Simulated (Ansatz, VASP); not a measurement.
**Pt: VASP beside Ansatz**

File INCAR:

```
SYSTEM = Pt
ALGO     = Normal         ! electronic algorithm
EDIFF    = 1E-7           ! SCF threshold, eV
ENCUT    = 520            ! plane-wave cutoff, eV
GGA      = PE             ! functional
ISIF     = 2              ! what is computed and relaxed
ISMEAR   = -1             ! smearing method
LASPH    = .True.         ! aspherical terms in the spheres
LCHARG   = .False.        ! write CHGCAR
LREAL    = .False.        ! projectors in reciprocal space
LWAVE    = .False.        ! write WAVECAR
NBANDS   = 17             ! bands
NELM     = 80             ! most SCF steps
PREC     = Accurate       ! precision mode
SIGMA    = 0.05           ! smearing width, eV
```

The input KPOINTS:

```
k-points
0
Gamma
  11 11 6
  0 0 0
```

File POSCAR:

```
Pt
1.0
    2.7421371004      0.0000000000      0.0000000000
   -1.3710685502      2.3747603895      0.0000000000
    0.0000000000      0.0000000000      4.7599710578
Pt
2
Direct
    0.3333333333      0.6666666667      0.2500000000
    0.6666666667      0.3333333333      0.7500000000
```

input.yaml

```yaml
crystal:
  lattice:
    - [2.7421371004, 0.0, 0.0]
    - [-1.3710685502, 2.3747603895, 0.0]
    - [0.0, 0.0, 4.7599710578]
  atoms:
    - { symbol: Pt, position: [0.3333333333, 0.6666666667, 0.25] }
    - { symbol: Pt, position: [0.6666666667, 0.3333333333, 0.75] }
hamiltonian:
  xc: pbe
  pseudopotentials: { kind: paw }
kpoints:
  mp_grid: { grid: [11, 11, 6] }
scf:
  occupations: { method: fermi_dirac, width: 0.05 }
output:
  forces: true
  stress: true
  eigenvalues: true
```

Change from the starting cell: volume scaled by 0.98.

Alike in both runs: task single point; functional PBE; k mesh 11 × 11 × 6; occupations fermi-dirac, width 0.05 eV; no spin polarisation.

|  | VASP | Ansatz |
| --- | --- | --- |
| version | VASP 6.6.1 | Ansatz 0.2.0 |
| potentials or method | VASP PAW PBE potentials, release 64 (Pt) | Ansatz PAW |
| plane-wave cutoff (eV) | 520 | 420 |
| valence electrons in the cell | 20 | 36 |

Ansatz gave:

| Property | Result |
| --- | --- |
| gap on the k mesh at the Fermi level (eV) | none |
| pressure (GPa) | 4.5 |
| largest component of the traceless stress (GPa) | 1.67 |

Question: Estimate VASP's values.

Answer: gap on the k mesh at the Fermi level (eV): none; pressure (GPa): 4.0; largest component of the traceless stress (GPa): 1.71.

A gap of «none» marks a metal or a gap that the smearing closes. The two sets of potentials don't hold the same shells in valence.

Spin-orbit coupling is left out, which matters for the levels of Pt.
